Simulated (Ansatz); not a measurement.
## AgI (F-43m): from the cell to its phonons

Wanted: phonon frequencies of AgI (F-43m) and what follows from them.

Program: Ansatz 0.2.0. Level of theory: DFT LDA, scalar-relativistic, plane waves, PAW; PAW set soft_1. Results are calculated unless marked as measured.

The database entry behind the starting cell differs from later determinations by our own check (about 0.3 % short), so it need not match the best structure at ambient conditions.

### Step 1. Set-up

The structure is cubic, space group F-43m (No. 216). The conventional cell has a = 6.473 Å, b = 6.473 Å, c = 6.473 Å, α = 90.00°, β = 90.00°, γ = 90.00°. Ag has 4 I at 2.80 Å nearest. Nearest to I lie 4 Ag at 2.80 Å. Farther neighbours and most contacts between anions are not listed.

### Step 2. Bringing the structure to rest

Harmonic phonons are second derivatives at a point where the forces vanish, and they are wanted at zero stress, so atoms and cell are relaxed first.

The input, input.yaml:

```yaml
crystal:
  lattice:
    - [0.0, 3.2365, 3.2365]
    - [3.2365, 0.0, 3.2365]
    - [3.2365, 3.2365, 0.0]
  atoms:
    - { symbol: Ag, position: [0.0, 0.0, 0.0] }
    - { symbol: I, position: [0.25, 0.25, 0.25] }
kpoints:
  mp_grid: { grid: [8, 8, 8] }
hamiltonian:
  xc: lda
  pseudopotentials: { kind: paw, azcp: { folder: soft_1 }, xc_functional: pbe }
scf:
  occupations: { method: gaussian, width: 0.02 }
output:
  forces: true
  stress: true
  eigenvalues: true
  write_density: true
  write_potential: true
  elf: true
  volumetric_format: npy
relax:
  adjacent_minimum: "off"
  f_tol: 0.005
  max_steps: 80
  cell: { stress_tol: 0.05 }
```

Command:

```console
$ ansatz run input.yaml --threads 4 --pin off --max-ram 10240MiB --backend cpu --events-out ev --progress --plain --runs-dir out
```

Numbers of over 12 decimals in the logs are rounded to 6 here.

The program printed:

```text
Engine: ansatz 0.2.0, x86_64-unknown-linux-gnu
Pseudopotentials: kind: paw
Pseudopotential: Ag, paw, valence charge 19, recommended cutoff 420 eV (normal), soft_1/Ag.paw.azcp
Pseudopotential: I, paw, valence charge 17, recommended cutoff 420 eV (normal), soft_1/I.paw.azcp
Functional definition: SPW92
  exchange = slater_x
  correlation = pw_c
Crystal: 2 atoms, lattice volume = 67.804 Å³
Basis set: ecut = 420 eV, 1363 PW (Γ)
Bands: 22, of which v1, the nominal top of the filled ones, is band 18 counted from 1 (17 counted from 0)
Symmetry: 24 space group operations
Space group: F-43m (ITA 216), of the structure as read, at distance tolerance 4.1e-5 Å
k-points: 29 of 512 (time reversal used)
Non-local potential: Ag, projectors of the file, l = 0: 3, l = 1: 2, l = 2: 2, l = 3: 1
Non-local potential: I, projectors of the file, l = 0: 2, l = 1: 2, l = 2: 2, l = 3: 1
PAW form: soft (Blöchl's): semilocal exchange-correlation on the pseudo side does not see the compensation charge
PAW frozen core: Ag, regenerated for the run's functional, and the local potential with it (the file was generated under x = pbe(κ = 0.804, μ = 0.219515), c = pbe(β = 0.066725))
PAW frozen core: I, regenerated for the run's functional, and the local potential with it (the file was generated under x = pbe(κ = 0.804, μ = 0.219515), c = pbe(β = 0.066725))
PAW one-centre angular grid: Ag, 590 points (default); XC on 64 Gauss nodes
PAW one-centre angular grid: I, 590 points (default); XC on 64 Gauss nodes
Initial density: superposition of atomic densities (chi_scale 0.1, normalization cell, long waves kept (reshape's long-wave potential 0.00 eV rms))
Initial wavefunctions: pseudopotential atomic-orbital guess
Functional: x = slater, c = lda
SCF iter   1: F=—  HF=-14815.152626 eV  |F-HF|=—  |Δ(HF+E_count)|=         —  Δρ=4.40e-2  dr2=2.22e0  ethr=3.10e-3  ⟨swp⟩=6.7  Hψ=3173  notcnv=0
preconditioner: auto → none  [insulator: Δε(μ)=0.749 eV  Ē_g=10.180 eV  σ=0.020 eV  W_gap=1.00  n_scr=14 (ndim 8)  ℏωp=19.1 eV  f_vac=0.195  D(μ)=0.00/eV (n_scr^D=0)  ε∞_Penn≈4.5]
SCF iter   2: F=—  HF=-14814.576523 eV  |F-HF|=—  |Δ(HF+E_count)|=   5.76e-1  Δρ=3.02e-2  dr2=6.55e-1  ethr=3.10e-3  ⟨swp⟩=3.4  Hψ=1641  notcnv=0
SCF iter   3: F=—  HF=-14814.405771 eV  |F-HF|=—  |Δ(HF+E_count)|=   1.71e-1  Δρ=3.93e-3  dr2=9.82e-3  ethr=1.82e-3  ⟨swp⟩=3.0  Hψ=1281  notcnv=0
SCF iter   4: F=—  HF=-14814.409426 eV  |F-HF|=—  |Δ(HF+E_count)|=   3.66e-3  Δρ=1.97e-3  dr2=1.83e-3  ethr=2.73e-5  ⟨swp⟩=2.8  Hψ=1102  notcnv=0
SCF iter   5: F=—  HF=-14814.411284 eV  |F-HF|=—  |Δ(HF+E_count)|=   1.86e-3  Δρ=2.78e-4  dr2=5.04e-5  ethr=5.08e-6  ⟨swp⟩=2.0  Hψ=1247  notcnv=0
SCF iter   6: F=—  HF=-14814.411314 eV  |F-HF|=—  |Δ(HF+E_count)|=   3.00e-5  Δρ=4.58e-5  dr2=2.32e-6  ethr=1.40e-7  ⟨swp⟩=2.0  Hψ=885  notcnv=0
SCF iter   7: F=—  HF=-14814.411313 eV  |F-HF|=—  |Δ(HF+E_count)|=   8.59e-7  Δρ=1.33e-5  dr2=1.86e-7  ethr=6.44e-9  ⟨swp⟩=2.0  Hψ=780  notcnv=0
SCF iter   8: F=-14814.411313 eV  HF=-14814.411313 eV  |F-HF|=2.03e-9  |Δ(HF+E_count)|=   7.10e-8  Δρ=1.63e-6  dr2=2.63e-9  ethr=2.78e-10  ⟨swp⟩=10.0  Hψ=4371  notcnv=0
SCF 1 converged in 8 iterations: F = -14814.411313 eV  dr2 = 2.63e-9
  greatest PAW one-centre occupation: 1.001 electrons in one spin orbital (limit 2), on the Ag atom at site 0 (counted from 0), in its partial waves of l = 0
relax step   1: F+E_penalty+E_count = -14814.41131274 eV  Δ(F+E_penalty+E_count) = +0.000e0 eV  max|allowed force component| = 8.211e-17 eV/Å  Δτ_max = 0.0000 Å  P = -2.069 GPa  Ω = 67.804 Å³  (8 SCF iters, dr2 threshold 1.00e-7 eV, accepted)
Crystal: 2 atoms, lattice volume = 62.949 Å³
Basis set: ecut = 420 eV, 1243 PW (Γ)
Initial density: handed on by an earlier stage of this run
Initial wavefunctions: those handed on with the density
iter 1 solved again at ethr=7.95e-6 eV; its pass at ethr=3.10e-3 eV (dr2=2.86e-3 eV) is discarded
SCF iter   1: F=—  HF=-14814.437658 eV  |F-HF|=—  |Δ(HF+E_count)|=         —  Δρ=2.18e-3  dr2=3.29e-3  ethr=7.95e-6  ⟨swp⟩=2.3  Hψ=4206  notcnv=0
preconditioner: auto → none  [insulator: Δε(μ)=1.033 eV  Ē_g=9.900 eV  σ=0.020 eV  W_gap=1.00  n_scr=14 (ndim 8)  ℏωp=19.9 eV  f_vac=0.182  D(μ)=0.00/eV (n_scr^D=0)  ε∞_Penn≈5.0]
SCF iter   2: F=—  HF=-14814.436738 eV  |F-HF|=—  |Δ(HF+E_count)|=   9.20e-4  Δρ=7.23e-4  dr2=2.41e-4  ethr=7.95e-6  ⟨swp⟩=2.0  Hψ=1015  notcnv=0
SCF iter   3: F=—  HF=-14814.436730 eV  |F-HF|=—  |Δ(HF+E_count)|=   8.16e-6  Δρ=3.44e-4  dr2=6.09e-5  ethr=6.69e-7  ⟨swp⟩=2.1  Hψ=1131  notcnv=0
SCF iter   4: F=—  HF=-14814.436737 eV  |F-HF|=—  |Δ(HF+E_count)|=   7.05e-6  Δρ=1.89e-4  dr2=2.14e-5  ethr=1.69e-7  ⟨swp⟩=2.0  Hψ=1122  notcnv=0
SCF iter   5: F=—  HF=-14814.436731 eV  |F-HF|=—  |Δ(HF+E_count)|=   5.52e-6  Δρ=2.39e-5  dr2=2.21e-7  ethr=5.95e-8  ⟨swp⟩=2.0  Hψ=865  notcnv=0
SCF iter   6: F=-14814.436731 eV  HF=-14814.436731 eV  |F-HF|=3.06e-10  |Δ(HF+E_count)|=   5.68e-8  Δρ=2.76e-6  dr2=2.57e-9  ethr=5.56e-10  ⟨swp⟩=11.0  Hψ=4604  notcnv=0
SCF 2 converged in 6 iterations: F = -14814.436731 eV  dr2 = 2.57e-9
relax step   2: F+E_penalty+E_count = -14814.43673109 eV  Δ(F+E_penalty+E_count) = -2.542e-2 eV  max|allowed force component| = 2.139e-17 eV/Å  Δτ_max = 0.0000 Å  P = +0.680 GPa  Ω = 62.949 Å³  energy of the carried Pulay correction = +1.015e-3 eV  (6 SCF iters, dr2 threshold 2.00e-7 eV, accepted)
Crystal: 2 atoms, lattice volume = 64.084 Å³
iter 1 solved again at ethr=4.69e-7 eV; its pass at ethr=3.10e-3 eV (dr2=1.69e-4 eV) is discarded
SCF iter   1: F=—  HF=-14814.438590 eV  |F-HF|=—  |Δ(HF+E_count)|=         —  Δρ=5.43e-4  dr2=1.97e-4  ethr=4.69e-7  ⟨swp⟩=2.4  Hψ=4239  notcnv=0
preconditioner: auto → none  [insulator: Δε(μ)=1.065 eV  Ē_g=9.825 eV  σ=0.020 eV  W_gap=1.00  n_scr=14 (ndim 8)  ℏωp=19.7 eV  f_vac=0.190  D(μ)=0.00/eV (n_scr^D=0)  ε∞_Penn≈5.0]
SCF iter   2: F=—  HF=-14814.438539 eV  |F-HF|=—  |Δ(HF+E_count)|=   5.08e-5  Δρ=1.95e-4  dr2=1.76e-5  ethr=4.69e-7  ⟨swp⟩=2.0  Hψ=906  notcnv=0
SCF iter   3: F=—  HF=-14814.438538 eV  |F-HF|=—  |Δ(HF+E_count)|=   6.50e-7  Δρ=9.97e-5  dr2=5.59e-6  ethr=4.89e-8  ⟨swp⟩=2.0  Hψ=1126  notcnv=0
SCF iter   4: F=—  HF=-14814.438538 eV  |F-HF|=—  |Δ(HF+E_count)|=   1.08e-7  Δρ=4.30e-5  dr2=1.08e-6  ethr=1.55e-8  ⟨swp⟩=2.0  Hψ=880  notcnv=0
SCF iter   5: F=-14814.438538 eV  HF=-14814.438538 eV  |F-HF|=5.02e-9  |Δ(HF+E_count)|=   2.25e-7  Δρ=5.98e-6  dr2=1.17e-8  ethr=5.56e-10  ⟨swp⟩=8.6  Hψ=4870  notcnv=0
SCF 3 converged in 5 iterations: F = -14814.438538 eV  dr2 = 1.17e-8
relax step   3: F+E_penalty+E_count = -14814.43853778 eV  Δ(F+E_penalty+E_count) = -1.807e-3 eV  max|allowed force component| = 2.891e-17 eV/Å  Δτ_max = 0.0000 Å  P = -0.087 GPa  Ω = 64.084 Å³  energy of the carried Pulay correction = +7.709e-4 eV  (5 SCF iters, dr2 threshold 2.00e-7 eV, accepted)
[...]
relax step   4: F+E_penalty+E_count = -14814.43860190 eV  Δ(F+E_penalty+E_count) = -6.412e-5 eV  max|allowed force component| = 3.123e-17 eV/Å  Δτ_max = 0.0000 Å  P = -0.003 GPa  Ω = 63.954 Å³  energy of the carried Pulay correction = +7.986e-4 eV  (4 SCF iters, dr2 threshold 1.87e-8 eV, accepted)
Initial wavefunctions: pseudopotential atomic-orbital guess (no wavefunctions were taken with the density)
iter 1 solved again at ethr=7.34e-7 eV; its pass at ethr=3.10e-3 eV (dr2=2.64e-4 eV) is discarded
SCF iter   1: F=—  HF=-14814.437733 eV  |F-HF|=—  |Δ(HF+E_count)|=         —  Δρ=8.58e-5  dr2=8.75e-7  ethr=7.34e-7  ⟨swp⟩=3.2  Hψ=4999  notcnv=0
preconditioner: auto → none  [insulator: Δε(μ)=1.058 eV  Ē_g=9.832 eV  σ=0.020 eV  W_gap=1.00  n_scr=14 (ndim 8)  ℏωp=19.7 eV  f_vac=0.190  D(μ)=0.00/eV (n_scr^D=0)  ε∞_Penn≈5.0]
SCF iter   2: F=—  HF=-14814.437743 eV  |F-HF|=—  |Δ(HF+E_count)|=   9.69e-6  Δρ=4.16e-5  dr2=3.98e-7  ethr=2.43e-9  ⟨swp⟩=2.0  Hψ=1165  notcnv=0
SCF iter   3: F=—  HF=-14814.437743 eV  |F-HF|=—  |Δ(HF+E_count)|=   2.94e-8  Δρ=2.12e-5  dr2=1.02e-7  ethr=1.11e-9  ⟨swp⟩=2.0  Hψ=880  notcnv=0
SCF iter   4: F=—  HF=-14814.437743 eV  |F-HF|=—  |Δ(HF+E_count)|=   8.87e-9  Δρ=3.36e-6  dr2=1.11e-9  ethr=2.82e-10  ⟨swp⟩=2.0  Hψ=1131  notcnv=0
SCF iter   5: F=—  HF=-14814.437743 eV  |F-HF|=—  |Δ(HF+E_count)|=   1.07e-9  Δρ=4.93e-7  dr2=6.28e-11  ethr=3.09e-12  ⟨swp⟩=2.1  Hψ=1047  notcnv=0
SCF iter   6: F=-14814.437743 eV  HF=-14814.437743 eV  |F-HF|=7.28e-12  |Δ(HF+E_count)|=  1.82e-12  Δρ=6.99e-8  dr2=6.87e-12  ethr=1.00e-12  ⟨swp⟩=7.2  Hψ=3200  notcnv=0
SCF 5 converged in 6 iterations: F = -14814.437743 eV  dr2 = 6.87e-12
relax step   5: F+E_penalty+E_count = -14814.43774269 eV  Δ(F+E_penalty+E_count) = +8.592e-4 eV  max|allowed force component| = 2.197e-17 eV/Å  Δτ_max = 0.0000 Å  P = +0.000 GPa  Ω = 63.954 Å³  stress off target by 3.76e-4 GPa  SCF on the basis re-selected at this cell (its energy is not comparable with the rows above)  (6 SCF iters)
basis re-selected at this cell: Δ(F+E_penalty+E_count) = +8.592e-4 eV, ΔP = +0.003 GPa vs the last step (what re-selecting the basis moved, of the pressure what is left beyond the Pulay correction that the steps carried, after the strain that the cell walked since its last selection, with what the two solves' SCF thresholds leave and, on support functions, any second-order correction that the steps lacked; it is no m [...]
SCF converged after 6 iterations
Free energy (F): -14814.437743 eV
Harris-Foulkes:  -14814.437743 eV  (|F-HF|=7.28e-12)
Internal energy: -14814.437743 eV  (E = F + TS)
E sigma→0 (E₀):  -14814.437743 eV
Fermi energy:    8.091526 eV
--- Per-component energies (eV) ---
  E_band       = -762.555318
  E_kinetic    = 629.229700
  E_local      = -5437.813756  (includes V_loc(G=0)·N_el)
  E_nonlocal   = 161.558840
  E_hartree    = 2516.065836
  E_xc         = -264.716162
  E_vxc        = -311.299459  (∫ρ·V_xc dr)
  E_paw        = -8452.687048  (= ΣΔE_a)
  E_vpaw       = -836.360323  (= ΣTr[D̂ρ^β])
  E_aug_tail   = -0.002064  (compensation charges beyond the density's cutoff)
  E_ewald      = -3967.579087
  E_core_change = 1.505998  (= ΣΔE_core)
  E_smearing   = -0.000000  (= −TS)
  E_closure    = 0.000000  (closes the sum)
  Σ components = -14814.437743   (vs F -14814.437743, Δ=0.00e0)
--- Forces (eV/Å), atoms counted from 1 ---
  atom   1  Ag     0.00000000     0.00000000     0.00000000
  atom   2  I      0.00000000     0.00000000     0.00000000
  max |Σ_I F_I| component: 7.63e-17 eV/Å
--- Stress (GPa, compression-positive) ---
        0.000376      -0.000000      -0.000000
       -0.000000       0.000376       0.000000
       -0.000000       0.000000       0.000376
  P = ⅓ Tr σ = 0.0004 GPa (0.004 kbar)
--- Band table (eV; the first three rows and the last of 29) ---
  k-point 0: bands = [... 14 lower, 4.1371, 7.5622, 7.5622, 7.5622, 8.6205, 13.1013, 13.1013, 13.1013]
  k-point 1: bands = [... 14 lower, 4.1322, 6.7558, 7.4329, 7.4329, 9.3225, 12.8739, 13.2924, 13.2924]
  k-point 2: bands = [... 14 lower, 4.1320, 5.6287, 7.1356, 7.1356, 9.9635, 13.0952, 13.6013, 13.6013]
  k-point 28: bands = [... 14 lower, 4.3810, 4.5162, 5.0609, 5.6937, 12.3725, 12.5497, 13.7854, 14.3857]
--- Relaxed structure (4 steps of the walk, 4 accepted, 1 SCFs on fresh bases) ---
  F+E_penalty+E_count = -14814.43774269 eV   max|allowed force component| = 2.197e-17 eV/Å   (the final SCF, on the basis selected at the relaxed cell)
  cell:  # Å, volume = 63.9538 Å³
    - [0, 3.174039, 3.174039]
    - [3.174039, 0, 3.174039]
    - [3.174039, 3.174039, 0]
  atoms:
    - { symbol: Ag, position: [0, 0, 0] }
    - { symbol: I, position: [0.25, 0.25, 0.25] }
```

Wall time 4.3 s (4 threads of AMD EPYC 7R13 (Zen 3), shared host); peak memory 0.43 GiB; 15 s of CPU time.

Relaxation path:

```
step  energy less that of the first step (eV)  largest force component (eV/Å)  pressure (GPa)  volume (Å³)
   1                                   0.0000                          0.0000           -2.07        67.80
   2                                  -0.0254                          0.0000            0.68        62.95
   3                                  -0.0272                          0.0000           -0.09        64.08
   4                                  -0.0273                          0.0000            0.00        63.95
  5*                                  -0.0264                          0.0000            0.00        63.95
```

Relaxation steps marked * repeat the geometry before them on a plane-wave basis chosen anew for their cell, so energy and pressure can jump there.

The run keeps the 24 symmetry operations that it works with, so distortions that break them were not tested.

```
conventional cell, symmetrised  before  after  change
                         a (Å)   6.473  6.348  -1.9 %
                         b (Å)   6.473  6.348  -1.9 %
                         c (Å)   6.473  6.348  -1.9 %
              volume (Å³/atom)   33.90  31.98  -5.7 %
```

The relaxed structure:

```cif
data_structure
_symmetry_space_group_name_H-M 'P 1'
_symmetry_Int_Tables_number 1
_cell_length_a 4.4888
_cell_length_b 4.4888
_cell_length_c 4.4888
_cell_angle_alpha 60.000
_cell_angle_beta 60.000
_cell_angle_gamma 60.000
_cell_volume 63.95
loop_
_atom_site_label
_atom_site_type_symbol
_atom_site_fract_x
_atom_site_fract_y
_atom_site_fract_z
_atom_site_occupancy
Ag1 Ag 0.00000 0.00000 0.00000 1
I2 I 0.25000 0.25000 0.25000 1
```

This step gave:

- pressure: 3.76e-4 GPa
- gap on the k-mesh: 1.058 eV
- volume per atom: 31.98 Å³
- direct gap on mesh: 1.058 eV

Electrostatic potential energy in the ac plane of a cell with a along [110], b along [-110] and c along [001] of the cube at fractional y = 0.000, with atoms of Ag and I within 0.2 Å of it. With pseudopotentials it is smooth inside the atoms' cores, unlike the true potential.

Ten even steps from '0' (-29 eV) to '9' (13 eV), each cell a mean:
```
5248888888425326888888623
2368743478632247853358742
6787201027876688500005886
9985048306899998206602899
9995048406999998217702899
9997201027999998500005899
9998742478999999853358999
9999988899999999988889999
9999999999999999999999999
9999999999999999999999999
9999999999999999999999999
9999999999999999999999999
9999999999999999999999999
8899999999988899999999998
4589999999854479999999874
2258999998522237999999732
7338999998337526999999625
```
Columns run along a (9.0 Å; values clipped at the 3rd and 97th percentile), rows up along c (6.3 Å), edges of the conventional cell, whose origin can differ from the input's. Atoms in or near the plane, at fractional coordinates: Ag at (0.50, 0.00), Ag at (0.00, 0.00), I at (0.75, 0.75), I at (0.25, 0.75).

ELF in the ac plane of a cell with a along [110], b along [-110] and c along [001] of the cube at fractional y = 0.000, with atoms of Ag and I within 0.2 Å of it. It is the smooth field of the valence electrons, not physical close to the nuclei.

Values, 9 rows by 16 columns, each cell a mean:
```
0.54 0.31 0.35 0.62 0.64 0.45 0.26 0.48 0.54 0.31 0.35 0.62 0.64 0.45 0.26 0.48
0.22 0.31 0.60 0.39 0.35 0.57 0.42 0.21 0.22 0.31 0.60 0.39 0.35 0.57 0.42 0.21
0.11 0.48 0.62 0.34 0.33 0.53 0.60 0.17 0.11 0.48 0.62 0.34 0.33 0.53 0.60 0.17
0.04 0.31 0.62 0.62 0.61 0.65 0.43 0.08 0.04 0.31 0.62 0.62 0.61 0.65 0.43 0.08
0.01 0.05 0.20 0.35 0.38 0.25 0.08 0.01 0.01 0.05 0.20 0.35 0.38 0.25 0.08 0.01
0.02 0.02 0.02 0.03 0.04 0.02 0.02 0.02 0.02 0.02 0.02 0.03 0.04 0.02 0.02 0.02
0.10 0.08 0.03 0.01 0.01 0.02 0.06 0.10 0.10 0.08 0.03 0.01 0.01 0.02 0.06 0.10
0.29 0.22 0.13 0.04 0.03 0.09 0.19 0.27 0.29 0.22 0.13 0.04 0.03 0.09 0.19 0.27
0.62 0.38 0.18 0.21 0.23 0.17 0.31 0.55 0.62 0.38 0.18 0.21 0.23 0.17 0.31 0.55
```
Columns run along a (9.0 Å), rows up along c (6.3 Å), edges of the conventional cell, whose origin can differ from the input's. Atoms in or near the plane, at fractional coordinates: Ag at (0.50, 0.00), Ag at (0.00, 0.00), I at (0.75, 0.75), I at (0.25, 0.75).

Valence density in the ac plane of a cell with a along [110], b along [-110] and c along [001] of the cube at fractional y = 0.000, with atoms of Ag and I within 0.2 Å of it. It is the smooth field of the valence electrons, not physical close to the nuclei.

Values in e/Å³, 9 rows by 16 columns, each cell a mean:
```
 9  2  0  0  0  0  1  7  9  2  0  0  0  0  1  7
 0  0  1  5  7  1  0  0  0  0  1  5  7  1  0  0
 0  0  1  7 10  2  0  0  0  0  1  7 10  2  0  0
 0  0  0  1  1  0  0  0  0  0  0  1  1  0  0  0
 0  0  0  0  0  0  0  0  0  0  0  0  0  0  0  0
 0  0  0  0  0  0  0  0  0  0  0  0  0  0  0  0
 0  0  0  0  0  0  0  0  0  0  0  0  0  0  0  0
 1  0  0  0  0  0  0  1  1  0  0  0  0  0  0  1
13  2  0  0  0  0  1  9 13  2  0  0  0  0  1  9
```
Columns run along a (9.0 Å), rows up along c (6.3 Å), edges of the conventional cell, whose origin can differ from the input's. Atoms in or near the plane, at fractional coordinates: Ag at (0.50, 0.00), Ag at (0.00, 0.00), I at (0.75, 0.75), I at (0.25, 0.75).

In this step the volume went from 33.90 to 31.98 Å³/atom.

### Step 3. Tight relaxation, k-mesh 8×8×8

Phonons need a cell at rest on their own settings, so the relaxation is repeated with tight tolerances on forces and stress, using the mesh and the filling of the phonon run that follows.

input.yaml, the sections that differ from step 2:

```yaml
crystal:
  lattice:
    - [0.0, 3.1740386825, 3.1740386825]
    - [3.1740386825, 0.0, 3.1740386825]
    - [3.1740386825, 3.1740386825, 0.0]
  atoms:
    - { symbol: Ag, position: [0.0, 0.0, 0.0] }
    - { symbol: I, position: [0.25, 0.25, 0.25] }
scf:
  occupations: { method: fixed }
output:
  forces: true
  stress: true
  eigenvalues: true
relax:
  adjacent_minimum: "off"
  f_tol: 0.001
  max_steps: 60
  cell: { stress_tol: 0.01 }
# kpoints, hamiltonian: as in step 2
```

The program printed:

```text
[...]
Crystal: 2 atoms, lattice volume = 63.954 Å³
Basis set: ecut = 420 eV, 1243 PW (Γ)
Bands: 22, of which v1, the nominal top of the filled ones, is band 18 counted from 1 (17 counted from 0)
Symmetry: 24 space group operations
[...]
k-points: 29 of 512 (time reversal used)
[...]
k-point 28: bands = [... 14 lower, 4.3810, 4.5162, 5.0609, 5.6937, 12.3725, 12.5497, 13.7854, 14.3857]
--- Relaxed structure (1 steps of the walk, 1 accepted, 1 SCFs on fresh bases) ---
[...]
cell:  # Å, volume = 63.9538 Å³
    - [0.0, 3.1740386825, 3.1740386825]
    - [3.1740386825, 0.0, 3.1740386825]
    - [3.1740386825, 3.1740386825, 0.0]
  atoms:
    - { symbol: Ag, position: [0.0, 0.0, 0.0] }
    - { symbol: I, position: [0.25, 0.25, 0.25] }
[key lines of the parts left out:]
SCF converged after 6 iterations
Free energy (F): -14814.437743 eV
Fermi energy:    7.562163 eV
P = ⅓ Tr σ = 0.0004 GPa (0.004 kbar)
```

Elapsed: 1.8 s, on 4 threads; peak memory 0.41 GiB; 6.1 s of CPU time.

Little changed from the start: no atom moved by 0.005 Å and no cell edge by 0.1 %.

Numbers from this step:

```yaml
pressure: 3.73e-4 GPa
```

The forces vanish by symmetry and the pressure is 0.000 GPa, within the tolerances set. The cell now holds 31.98 Å³/atom.

(Continued in part 2 of 4.)

[Logs are printed without paths, hosts, clocks, repeated set-up lines and the standing remarks that a program may print on its own settings, such as how far it seeks lower states.]

[Hosts, paths, dates, database ids (printed as entryN), source tags and the programs' standing remarks are cut or masked in the printed files.]
